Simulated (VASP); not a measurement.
Wanted: the native input for a VASP 6.6.1 run.

```yaml
Task: single point
Functional: PBE
Potentials_or_basis: VASP PAW PBE potentials, release 64 (As)
Cutoff: 520 eV
k_mesh: 10 × 10 × 8
Occupations: gaussian, width 0.05 eV
Spin: no spin polarisation
Dipole_correction: no
Further_INCAR_settings: ALGO = Fast; EDIFF = 1e-06; NBANDS = 18
```

The structure of As lies in POSCAR:

```
As
1.0
    1.8529482500     -5.4820372500      0.0000000000
    1.7613182500      5.4516327500      0.0000000000
    0.0000000000      0.0000000000      4.5016923000
As
4
Direct
    0.1270204655      0.9290241205      0.9572715681
    0.5851341193      0.3741185601      0.5427284319
    0.9148658807      0.1258814399      0.0427284319
    0.3729795345      0.5709758795      0.4572715681
```

This isn't the form of As at room conditions, which is rhombohedral.

The cell isn't the ideal one: strained and moved within a subgroup.

One way to write it, as run:

INCAR

```
SYSTEM = As
PREC = Accurate
ENCUT = 520
EDIFF = 1E-6
ISMEAR = 0
SIGMA = 0.05
LREAL = .False.
LASPH = .True.
NELM = 100
ALGO = Fast
ISIF = 2
LWAVE = .False.
LCHARG = .False.
GGA = PE
NBANDS = 18
```

KPOINTS

```
Automatic mesh
0
Gamma
  10 10 8
  0 0 0
```

Potentials or basis: VASP PAW PBE potentials, release 64 (As).

Command:

```sh
$ cat potpaw_PBE.64/As/POTCAR > POTCAR
$ mpirun -np 1 vasp_std > vasp.out
```

It gave:

```yaml
Pressure: 8.0 GPa
Largest_force: 2.718 eV/Å
Band_gap_on_the_k_mesh: none (metal or under the smearing width)
```

Caveat: forces of over 1 eV/Å show positions far from the minimum, so gaps and moduli don't describe the material at rest.

Wall time 5.3 min on 1 thread of Intel(R) Xeon(R) 6975P-C (Granite Rapids) (shared host), peak memory 0.49 GiB.
